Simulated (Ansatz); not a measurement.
Tc: relaxation of cell and atoms with PBEsol

The system is Tc.

```
Tc
1.0
     2.74000    0.00000    0.00000
    -1.37000    2.37291    0.00000
     0.00000    0.00000    4.39800
Tc
2
Direct
  0.66667 0.33333 0.75000
  0.33333 0.66667 0.25000
```

```json
{
  "Program": "Ansatz 0.2.0",
  "Task": "relaxation of cell and atoms",
  "Functional": "PBEsol",
  "Potentials or basis": "Ansatz PAW earlier set",
  "Cutoff": "500 eV (not typed: the program's choice for these potentials)",
  "k mesh": "11 × 11 × 6",
  "Occupations": "fermi-dirac, width 0.05 eV",
  "Spin": "no spin polarisation",
  "Target pressure": "5 GPa",
  "Target pressure (GPa)": "5"
}
```

The relaxed volume is 13.79 Å³/atom. The relaxed cell is a = 2.708 Å, b = 2.708 Å, c = 4.345 Å, α = 90.00°, β = 90.00°, γ = 120.00°. The space group after relaxing (to 0.05 Å) is P6_3/mmc (No. 194). The energy change on relaxing (the enthalpy is what falls) is -3.0 meV/atom and the ionic steps are 4. The pressure after relaxing is 5.0 GPa and the band gap on the k mesh is none (metal or under the smearing width).

The path:
```
step  energy change (eV)  largest force (eV/Å)  volume (Å³)
   1              0.0000                0.0000        28.59
   2             -0.0088                0.0000        27.68
   3             -0.0061                0.0000        27.59
   4             -0.0061                0.0000        27.59
```

Final structure:
```yaml
crystal:
  lattice:
    - [2.70765, 0.00000, 0.00000]
    - [-1.35382, 2.34489, 0.00000]
    - [0.00000, 0.00000, 4.34517]
  atoms:
    - { symbol: Tc, position: [0.66667, 0.33333, 0.75000] }
    - { symbol: Tc, position: [0.33333, 0.66667, 0.25000] }
```

Levels at points of the mesh, in eV from the Fermi level:
```tsv
k point	band 11	band 12	band 13	band 14	band 15	band 16	band 17	band 18	band 19
(0.00, 0.00, 0.00)	-1.64	-1.64	-1.57	-0.88	-0.88	-0.12	-0.12	1.76	2.69
(0.00, 0.00, -0.50)	-1.96	-1.96	-1.78	-1.78	-1.78	-1.78	1.99	1.99	1.99
```

Run time: 5.8 s on 2 threads of Arm Neoverse V2, on a shared host, peak memory 0.32 GiB.

Caveat: the plane-wave basis is chosen anew once the cell has moved, so the energies of steps on either side of that aren't comparable; the PAW data sets come from PBE, with cores solved anew for the run's functional, which leaves a small shift of forces and pressure.
